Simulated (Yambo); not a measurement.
# HfN (Fm-3m) in Yambo: a series of runs, part 2 of 2

Yambo 5.3.0.

**3. Hartree-Fock levels, PBEsol**

Contents of hf1.in:

```
rim_cut
HF_and_locXC
RandQpts= 1000000
RandGvec= 50 RL
EXXRLvcs= 84 Ry
VXCRLvcs= 84 Ry
% QPkrange
 1 | 1 | 6 | 13 |
 2 | 2 | 6 | 13 |
 16 | 16 | 6 | 13 |
%
```

Contents of scf.in:

```
&CONTROL
  calculation = 'scf'
  prefix = 'pwscf'
  outdir = './tmp'
  pseudo_dir = './pseudo'
/
&SYSTEM
  ibrav = 0
  nat = 2
  ntyp = 2
  ecutwfc = 84
  nbnd = 15
  occupations = 'smearing'
  smearing = 'fd'
  degauss = 0.00367493
  force_symmorphic = .true.
/
&ELECTRONS
  conv_thr = 4d-10
  electron_maxstep = 120
  mixing_beta = 0.5
/
ATOMIC_SPECIES
Hf   178.4900 Hf.upf
N     14.0070 N.upf
CELL_PARAMETERS angstrom
   0.0000000000    2.2560000000    2.2560000000
   2.2560000000    0.0000000000    2.2560000000
   2.2560000000    2.2560000000    0.0000000000
ATOMIC_POSITIONS angstrom
Hf     0.0000000000    0.0000000000    0.0000000000
N      2.2560000000    2.2560000000    2.2560000000
K_POINTS automatic
10 10 10 0 0 0
```

Contents of nscf.in:

```
&CONTROL
  calculation = 'nscf'
  prefix = 'pwscf'
  outdir = './tmp'
  pseudo_dir = './pseudo'
/
&SYSTEM
  ibrav = 0
  nat = 2
  ntyp = 2
  ecutwfc = 84
  nbnd = 159
  occupations = 'smearing'
  smearing = 'fd'
  degauss = 0.00367493
  force_symmorphic = .true.
/
&ELECTRONS
  conv_thr = 1d-08
  diago_full_acc = .true.
  diago_thr_init = 1d-06
/
ATOMIC_SPECIES
Hf   178.4900 Hf.upf
N     14.0070 N.upf
CELL_PARAMETERS angstrom
   0.0000000000    2.2560000000    2.2560000000
   2.2560000000    0.0000000000    2.2560000000
   2.2560000000    2.2560000000    0.0000000000
ATOMIC_POSITIONS angstrom
Hf     0.0000000000    0.0000000000    0.0000000000
N      2.2560000000    2.2560000000    2.2560000000
K_POINTS automatic
6 6 6 0 0 0
```

Potentials or basis: PseudoDojo 0.4.1 SR PBEsol standard.

Command:

```sh
> OMP_NUM_THREADS=1 pw.x -in scf.in > scf.out
> OMP_NUM_THREADS=1 pw.x -in nscf.in > nscf.out
> cd tmp/pwscf.save; p2y; mv SAVE ../..; cd ../..
> OMP_NUM_THREADS=1 yambo
> mkdir -p hf1; ln -s $PWD/g0w00/ndb.RIM hf1/
> OMP_NUM_THREADS=1 yambo -F hf1.in -J hf1 -C hf1_out
```

Yambo's report:

```text
[... sections 02.01 to 02.04 as in the set-up run ...]

  [02.05] Energies & Occupations
  ==============================

  [X] === General ===
  [X] Electronic Temperature                        :  0.258606E-1   300.100    [eV K]
  [X] Bosonic    Temperature                        :  0.258606E-1   300.100    [eV K]
  [X] Finite Temperature mode                       : yes
  [X] El. density                                   :  0.74029E+24 [cm-3]
  [X] Fermi Level                                   :  18.78920 [eV]

  [X] === Gaps and Widths ===
  [X] Conduction Band Min                           :  18.78920 [eV]
  [X] Valence Band Max                              :  18.78920 [eV]
  [X] Filled Bands                                  :   8
  [X] Metallic Bands                                :   9  11
  [X] Empty Bands                                   :   12  159

  [X] === Metallic Characters ===
  [X] N of el / N of met el                         :  17.00000   1.34376
  [X] Average metallic occ.                         :  0.111980

  [WARNING] [X] Metallic system

 [03] Transferred momenta grid and indexing
 ==========================================

 IBZ Q-points                                      :  16
 BZ  Q-points                                      :  216

 K/Q-points units:
 rlu = crystal or reduced units; cc = cartesian coordinates; iku = interal k-units

 Q [ 1]         [rlu]:  0.000000  0.000000  0.000000
 Q [ 2]         [rlu]: -0.20059E-16 -0.20059E-16  0.16667
 Q [ 3]         [rlu]: -0.40119E-16 -0.40119E-16  0.33333
 Q [ 4]         [rlu]: -0.52426E-17 -0.52426E-17 -0.50000
 Q [ 5]         [rlu]:  0.27284E-16  0.16667      0.16667
 Q [ 6]         [rlu]:  0.35452E-16  0.16667      0.33333
 Q [ 7]         [rlu]:  0.23329E-16  0.16667      0.50000
 Q [ 8]         [rlu]: -0.52426E-17  0.16667     -0.33333
 Q [ 9]         [rlu]:  0.40119E-16  0.16667     -0.16667
 Q [10]         [rlu]:  0.54568E-16  0.33333      0.33333
 Q [11]         [rlu]:  0.90963E-16  0.33333      0.50000
 Q [12]         [rlu]:  0.80237E-16  0.33333     -0.33333
 Q [13]         [rlu]: -0.10068E-15 -0.50000     -0.50000
 Q [14]         [rlu]:  0.166667  0.333333  0.500000
 Q [15]         [rlu]:  0.166667  0.333333 -0.333333
 Q [16]         [rlu]:  0.166667 -0.500000 -0.333333

 [04] Coloumb potential Random Integration (RIM)
 ===============================================

 Summary of Coulomb integrals for non-metallic bands |Q|[au] RIM/Bare

 Q [1] 0.100000E-4 0.995870 * Q [2] 0.212726 1.064252
 Q [5] 0.245635 1.062849 * Q [9] 0.347381 1.026105
 Q [6] 0.407340 1.018634 * Q [3] 0.425453 1.016307
 Q [10] 0.491270 1.012926 * Q [8] 0.535350 1.010781
 Q [14] 0.549257 1.010004 * Q [7] 0.601681 1.008160
 Q [11] 0.638179 1.007364 * Q [4] 0.638179 1.007596
 Q [12] 0.694761 1.006381 * Q [15] 0.726599 1.005923
 Q [13] 0.736906 1.005879 * Q [16] 0.776767 1.005270

 [05] Local Exchange-Correlation + Non-Local Fock
 ================================================

 [VXC] Plane waves :  2085
 [EXS] Plane waves :  2085

 QP @ state[ 1 ] K range:  1  2
 QP @ state[ 1 ] b range:   6  13
 QP @ state[ 2 ] K range:  16  16
 QP @ state[ 2 ] b range:   6  13

 [WF-HF/Rho loader] Normalization (few states)  min/max  :  0.16768E-15   1.0000

 [xc] Functional : Perdew, Burke & Ernzerhof SOL(X)+Perdew, Burke & Ernzerhof SOL(C)
 [xc] LIBXC used to calculate xc functional
  PP Number of Atomic Species                      :  2
  NLCC RL compoments                               :  16145
  PP Number of Atomic Species                      :  2
  NLCC RL compoments                               :  16145
 [WR./hf1//ndb.HF_and_locXC]-----------------------------------------------------
  Brillouin Zone Q/K grids (IBZ/BZ)                :   16  216   16  216
  RL vectors                                       :  2685 [WF]
  Fragmentation                                    : no
  Electronic Temperature                           :  300.1000 [K]
  Bosonic    Temperature                           :  300.1000 [K]
  Green`s function   wavefunctions                 : Perdew, Burke & Ernzerhof SOL(X)+Perdew, Burke & Ernzerhof SOL(C)
  Total number of QP states                        :  24
  Exchange RL vectors                              :  2085
  Exchange summation bands                         :  11
  RIM RL components                                :   51
  RIM random points                                :  1000000

 [xc] E_xc :  -8.562088 [Ha]
      E_xc :  -17.12418 [Ry]

  Local XC kind (lXC) : Perdew, Burke & Ernzerhof SOL(X)+Perdew, Burke & Ernzerhof SOL(C)
  Non-Local XC kind (nlXC) : Hartree-Fock

  Corrections @ K [1] :  [eV]
 <6|nlXC|6> = -20.32517  0.38058E-18 <6|lXC|6> = -17.26337  0.000000
 <7|nlXC|7> = -20.32517  0.59387E-17 <7|lXC|7> = -17.26337  0.000000
 <8|nlXC|8> = -20.32517 -0.97821E-17 <8|lXC|8> = -17.26337  0.000000
 <9|nlXC|9> = -11.43657  0.23380E-17 <9|lXC|9> = -13.84432  0.73757E-17
 <10|nlXC|10> = -11.43657  0.22259E-17 <10|lXC|10> = -13.84432  0.000000
 <11|nlXC|11> = -11.43657  0.29405E-17 <11|lXC|11> = -13.84432  0.75527E-15
 <12|nlXC|12> = -8.828714  0.46335E-18 <12|lXC|12> = -14.02650  0.000000
 <13|nlXC|13> = -9.485247  0.11973E-17 <13|lXC|13> = -15.21886  0.000000

  Corrections @ K [2] :  [eV]
 <6|nlXC|6> = -19.24505  0.15864E-17 <6|lXC|6> = -15.70713  0.000000
 <7|nlXC|7> = -19.63583 -0.19874E-17 <7|lXC|7> = -16.45843 -0.18882E-15
 <8|nlXC|8> = -19.63583  0.52094E-17 <8|lXC|8> = -16.45843  0.000000
 <9|nlXC|9> = -11.34318  0.38202E-17 <9|lXC|9> = -14.05080 -0.18882E-15
 <10|nlXC|10> = -9.545844  0.70183E-17 <10|lXC|10> = -14.19790  0.000000
 <11|nlXC|11> = -9.545845 -0.27917E-17 <11|lXC|11> = -14.19790 -0.75527E-15
 <12|nlXC|12> = -9.365669  0.15600E-18 <12|lXC|12> = -14.95108  0.000000
 <13|nlXC|13> = -10.06708 -0.66509E-18 <13|lXC|13> = -16.08947  0.000000

  Corrections @ K [16] :  [eV]
 <6|nlXC|6> = -20.00210  0.13003E-17 <6|lXC|6> = -15.96451 -0.37763E-15
 <7|nlXC|7> = -19.78031  0.94775E-17 <7|lXC|7> = -15.61124  0.000000
 <8|nlXC|8> = -18.61820 -0.12125E-16 <8|lXC|8> = -15.07158 -0.75527E-15
 <9|nlXC|9> = -14.20747 -0.19951E-17 <9|lXC|9> = -14.86108 -0.23602E-16
 <10|nlXC|10> = -9.586080 -0.15563E-18 <10|lXC|10> = -15.39141  0.94408E-16
 <11|nlXC|11> = -9.545971  0.57543E-18 <11|lXC|11> = -16.25262  0.000000
 <12|nlXC|12> = -8.945985  0.31628E-17 <12|lXC|12> = -16.17625 -0.94408E-16
 <13|nlXC|13> = -9.423432  0.45750E-18 <13|lXC|13> = -16.43545  0.000000

  [05.01] Hartree-Fock occupations report
  =======================================

  [Hartree-Fock] === General ===
  [Hartree-Fock] Electronic Temperature             :  0.258606E-1   300.100    [eV K]
  [Hartree-Fock] Bosonic    Temperature             :  0.258606E-1   300.100    [eV K]
  [Hartree-Fock] Finite Temperature mode            : yes
  [Hartree-Fock] El. density                        :  0.74029E+24 [cm-3]
  [Hartree-Fock] Fermi Level                        :  18.78920 [eV]

  [Hartree-Fock] === Gaps and Widths ===
  [Hartree-Fock] Conduction Band Min                :  18.78920 [eV]
  [Hartree-Fock] Valence Band Max                   :  18.78920 [eV]
  [Hartree-Fock] Filled Bands                       :   8
  [Hartree-Fock] Metallic Bands                     :   9  11
  [Hartree-Fock] Empty Bands                        :   12  159

  [Hartree-Fock] === Metallic Characters ===
  [Hartree-Fock] N of el / N of met el              :  17.00000   1.34376
  [Hartree-Fock] Average metallic occ.              :  0.111980

  [WARNING] [Hartree-Fock] Metallic system
```

It took 64 s on 1 thread of Intel Xeon Platinum 8488C (Sapphire Rapids), shared host; peak memory 0.26 GiB.

What came out:

```
Band gap on the k mesh, mean-field level : none (metal or under the smearing width)
```

Quasiparticle terms (eV):
```
                k point  band  Kohn-Sham level     Vxc      Σx  Σc  Z  result
  (0.000, 0.000, 0.000)     6            -3.13  -17.26  -20.33   -  -   -6.19
  (0.000, 0.000, 0.000)     7            -3.13  -17.26  -20.33   -  -   -6.19
  (0.000, 0.000, 0.000)     8            -3.13  -17.26  -20.33   -  -   -6.19
  (0.000, 0.000, 0.000)     9            -0.51  -13.84  -11.44   -  -    1.90
  (0.000, 0.000, 0.000)    10            -0.51  -13.84  -11.44   -  -    1.90
  (0.000, 0.000, 0.000)    11            -0.51  -13.84  -11.44   -  -    1.90
  (0.000, 0.000, 0.000)    12             1.68  -14.03   -8.83   -  -    6.88
  (0.000, 0.000, 0.000)    13             1.83  -15.22   -9.49   -  -    7.56
  (0.000, 0.000, 0.167)     6            -5.17  -15.71  -19.25   -  -   -8.71
  (0.000, 0.000, 0.167)     7            -4.36  -16.46  -19.64   -  -   -7.54
  (0.000, 0.000, 0.167)     8            -4.36  -16.46  -19.64   -  -   -7.54
  (0.000, 0.000, 0.167)     9            -0.03  -14.05  -11.34   -  -    2.68
  (0.000, 0.000, 0.167)    10             0.33  -14.20   -9.55   -  -    4.98
  (0.000, 0.000, 0.167)    11             0.33  -14.20   -9.55   -  -    4.98
  (0.000, 0.000, 0.167)    12             3.32  -14.95   -9.37   -  -    8.91
  (0.000, 0.000, 0.167)    13             3.64  -16.09  -10.07   -  -    9.66
(0.167, -0.500, -0.333)     6            -5.78  -15.96  -20.00   -  -   -9.82
(0.167, -0.500, -0.333)     7            -5.65  -15.61  -19.78   -  -   -9.82
(0.167, -0.500, -0.333)     8            -5.38  -15.07  -18.62   -  -   -8.93
(0.167, -0.500, -0.333)     9            -0.92  -14.86  -14.21   -  -   -0.26
```

Caveat: the k mesh is coarse (spacing up to 0.40 Å⁻¹), so the values aren't converged; the ground state has no gap, which makes the many-body step unreliable.

**4. Optical spectrum, PBEsol**

Contents of optics3.in:

```
optics
chi
Chimod= "IP"
% BndsRnXd
 1 | 24 |
%
% LongDrXd
 1 | 0 | 0 |
%
% QpntsRXd
 1 | 1 |
%
% EnRngeXd
 0 | 20 | eV
%
% DmRngeXd
 0.3 | 0.3 | eV
%
ETStpsXd= 300
```

scf.in is that of step 3.

nscf.in is that of step 3.

Potentials or basis: PseudoDojo 0.4.1 SR PBEsol standard.

Command:

```sh
> OMP_NUM_THREADS=1 pw.x -in scf.in > scf.out
> OMP_NUM_THREADS=1 pw.x -in nscf.in > nscf.out
> cd tmp/pwscf.save; p2y; mv SAVE ../..; cd ../..
> OMP_NUM_THREADS=1 yambo
> OMP_NUM_THREADS=1 yambo -F optics3.in -J optics3 -C optics3_out
```

Yambo's report:

```text
[... sections 02.01 to 02.04 as in the set-up run ...]

  [02.05] Energies & Occupations
  ==============================

  [X] === General ===
  [X] Electronic Temperature                        :  0.258606E-1   300.100    [eV K]
  [X] Bosonic    Temperature                        :  0.258606E-1   300.100    [eV K]
  [X] Finite Temperature mode                       : yes
  [X] El. density                                   :  0.74029E+24 [cm-3]
  [X] Fermi Level                                   :  18.78920 [eV]

  [X] === Gaps and Widths ===
  [X] Conduction Band Min                           :  18.78920 [eV]
  [X] Valence Band Max                              :  18.78920 [eV]
  [X] Filled Bands                                  :   8
  [X] Metallic Bands                                :   9  11
  [X] Empty Bands                                   :   12  159

  [X] === Metallic Characters ===
  [X] N of el / N of met el                         :  17.00000   1.34376
  [X] Average metallic occ.                         :  0.111980

  [WARNING] [X] Metallic system

 [03] Transferred momenta grid and indexing
 ==========================================

 IBZ Q-points                                      :  16
 BZ  Q-points                                      :  216

 K/Q-points units:
 rlu = crystal or reduced units; cc = cartesian coordinates; iku = interal k-units

 Q [ 1]         [rlu]:  0.000000  0.000000  0.000000
 Q [ 2]         [rlu]: -0.20059E-16 -0.20059E-16  0.16667
 Q [ 3]         [rlu]: -0.40119E-16 -0.40119E-16  0.33333
 Q [ 4]         [rlu]: -0.52426E-17 -0.52426E-17 -0.50000
 Q [ 5]         [rlu]:  0.27284E-16  0.16667      0.16667
 Q [ 6]         [rlu]:  0.35452E-16  0.16667      0.33333
 Q [ 7]         [rlu]:  0.23329E-16  0.16667      0.50000
 Q [ 8]         [rlu]: -0.52426E-17  0.16667     -0.33333
 Q [ 9]         [rlu]:  0.40119E-16  0.16667     -0.16667
 Q [10]         [rlu]:  0.54568E-16  0.33333      0.33333
 Q [11]         [rlu]:  0.90963E-16  0.33333      0.50000
 Q [12]         [rlu]:  0.80237E-16  0.33333     -0.33333
 Q [13]         [rlu]: -0.10068E-15 -0.50000     -0.50000
 Q [14]         [rlu]:  0.166667  0.333333  0.500000
 Q [15]         [rlu]:  0.166667  0.333333 -0.333333
 Q [16]         [rlu]:  0.166667 -0.500000 -0.333333

 [WARNING] [Xd] User bands 1-24 break level degeneracy

 [04] Dipoles
 ============

  [04.01] Setup: observables and procedures
  =========================================

  [WF-Oscillators/G space/Transverse up loader] Normalization (few states)  min/max  :  0.53193E-16   1.0000

  [WR./optics3//ndb.dipoles]------------------------------------------------------
   Brillouin Zone Q/K grids (IBZ/BZ)                :   16  216   16  216
   RL vectors                                       :  2685 [WF]
   Fragmentation                                    : yes
   Electronic Temperature                           :  300.1000 [K]
   Bosonic    Temperature                           :  300.1000 [K]
   DIP band range                                   :   1  24
   DIP band range limits                            :  11   9
   DIP e/h energy range                             : -1.000000 -1.000000 [eV]
   RL vectors in the sum                            :  2685
   [r,Vnl] included                                 : yes
   Bands ordered                                    : yes
   Direct v evaluation                              : no
   Approach used                                    : G-space v
   Dipoles computed                                 : R V P [G-space]
   Wavefunctions                                    : Perdew, Burke & Ernzerhof SOL(X)+Perdew, Burke & Ernzerhof SOL(C)

  [WARNING] [r,Vnl^pseudo] included in position and velocity dipoles.

  [WARNING] In case H contains other non local terms, these are neglected

 [05] Optics
 ===========

 [X-CG] R(p) Tot o/o(of R):   1678  28841    100

 [WARNING] The system is a metal but Drude term not included.
```

It took 56 s on 1 thread of Intel Xeon Platinum 8488C (Sapphire Rapids), shared host; peak memory 0.24 GiB.

Results:

```
Band gap on the k mesh, mean-field level : none (metal or under the smearing width)
```

Dielectric function (along the field direction of the input):
```tsv
energy (eV)	real part	imaginary part
0.27	72.81	72.71
0.74	-16.97	31.76
1.27	-5.53	6.55
1.74	-0.24	2.63
2.27	2.73	1.31
2.74	4.33	0.93
3.28	5.79	0.94
3.75	7.14	1.44
4.28	7.85	2.98
4.82	7.06	5.49
5.28	5.78	3.61
5.82	8.50	5.04
6.29	4.99	6.97
6.82	5.65	6.39
7.29	4.74	8.26
7.83	2.08	7.67
8.36	1.60	5.87
8.83	2.36	5.94
9.36	2.25	6.95
9.83	-0.56	7.23
10.37	0.46	6.02
10.84	-0.92	5.84
11.37	-1.78	5.19
11.84	-1.95	4.33
12.37	-1.95	3.12
12.91	-1.81	2.14
13.38	-1.18	2.10
13.91	-1.11	1.76
14.38	-0.60	1.34
14.92	-0.64	1.76
15.38	-0.40	1.28
15.92	0.03	1.28
16.45	-0.18	1.59
16.92	-0.49	1.23
17.46	-0.11	0.86
17.93	0.14	0.77
18.46	0.39	1.00
18.93	0.45	1.22
19.46	0.07	1.09
20.00	0.35	1.11
```

Caveat: the k mesh is coarse (spacing up to 0.40 Å⁻¹), so the values aren't converged; the intraband (Drude) term of the metal is left out; the ground state has no gap, which makes the many-body step unreliable; spectra need much finer meshes, so this one isn't converged; independent-particle spectra lack excitons. Spin-orbit coupling is left out, which matters for the levels of Hf.

**5. The runs side by side**

```csv
task,random integration of the Coulomb term,direction of the field or of q to 0,broadening,states corrected,frequency dependence of W,gap on the mesh (eV)
G0W0 quasiparticle levels,yes,x + y + z,0.1 eV,Γ and the k points of the band edges,plasmon pole,none
Hartree-Fock levels,yes,-,-,Γ and the k points of the band edges,-,none
optical spectrum,-,x,0.3 eV,-,-,none
```

Alike in all rows: level PBEsol; potentials or basis PseudoDojo 0.4.1 SR PBEsol standard; no spin polarisation; cell as given; k mesh 6 × 6 × 6; cutoff (eV) 1143; smearing fermi-dirac 0.05 eV; the mesh is coarse, so values aren't converged.

Caveats: all runs use coarse meshes; the ground state has no gap, which makes the many-body step unreliable; the plasmon-pole model is rough for a metal (some runs); this version prints the column dSc/dw multiplied by 27.2 (some runs); the terminator is approximate in this version, by hundredths of an eV (some runs); the intraband (Drude) term of the metal is left out (some runs); spectra need much finer meshes, so this one isn't converged (some runs); independent-particle spectra lack excitons (some runs).

Total energies depend on the potentials used, so only differences within one code and one set of settings carry meaning.
